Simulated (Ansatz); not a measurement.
Rocksalt AlN, relaxed with r2SCAN in the PAW code Ansatz. Space group Fm-3m (No. 225), cubic; conventional cell a = 4.038 Å, 8.23 Å³ an atom. Al is surrounded by 6 N at 2.02 Å; N is surrounded by 6 Al at 2.02 Å.

The axes x, y and z are those of this cell:
```xyz
2
Lattice="0.0000 2.0189 2.0189 2.0189 0.0000 2.0189 2.0189 2.0189 0.0000" Properties=species:S:1:pos:R:3 pbc="T T T"
Al    0.0000    0.0000    0.0000
N     2.0189    2.0189    2.0189
```

Unstrained: The PBE gap is indirect, 4.669 eV (Γ to X), below the direct gap of 5.726 eV at Γ. With r2SCAN the valence top lies at Γ and the conduction bottom at X, 5.522 eV higher; the smallest vertical gap, at Γ, is 6.530 eV. HSE06 gives an indirect gap of 6.083 eV, from Γ to X; the least direct gap is 7.266 eV at Γ. Meshes: PBE 10×10×10, r2SCAN 10×10×10, HSE06 8×8×8. Strains are changes of length per length. After each strain the atoms were relaxed again with r2SCAN within the symmetry that the strain leaves, so tilts or polar shifts that break it weren't tested; points keep the names that they have in the unstrained zone. These are computed values for a spin-unpolarised cell that may be hypothetical; none is a measurement.

**Question.** Estimate what isotropic -4.87 % on every length does to the gap.

**Answer.** PBE: the gap goes from 4.669 to 4.983 eV (+0.314 eV). r2SCAN: the gap goes from 5.522 to 5.717 eV (+0.195 eV). HSE06: the gap goes from 6.083 to 6.286 eV (+0.203 eV). The r2SCAN energy rises by 174.8 meV an atom.

**Question.** Estimate what epitaxial +0.37 % in the plane normal to [111], free normal strain -0.05 % does to the gap.

**Answer.** PBE: the gap goes from 4.669 to 4.561 eV (-0.108 eV); with r2SCAN the top three valence levels at Γ, degenerate before, become 1+2 from the top over 59 meV. r2SCAN: the gap goes from 5.522 to 5.409 eV (-0.113 eV). HSE06: the gap goes from 6.083 to 5.967 eV (-0.116 eV). The r2SCAN energy rises by 0.5 meV an atom.

**Question.** Apply uniaxial -5.82 % along x, other directions held. How far does the gap move, against the unstrained cell?

**Answer.** PBE: the gap goes from 4.669 to 4.642 eV (-0.027 eV); with r2SCAN the top three valence levels at Γ, degenerate before, become 2+1 from the top over 466 meV. r2SCAN: the gap goes from 5.522 to 5.366 eV (-0.156 eV). HSE06: the gap goes from 6.083 to 5.870 eV (-0.213 eV). The r2SCAN energy rises by 51.6 meV an atom.

The meshes of the hybrids are coarse, so their gaps aren't converged to the digits shown.

The splittings at Γ are without spin-orbit coupling, which regroups them where it is of like size or larger.
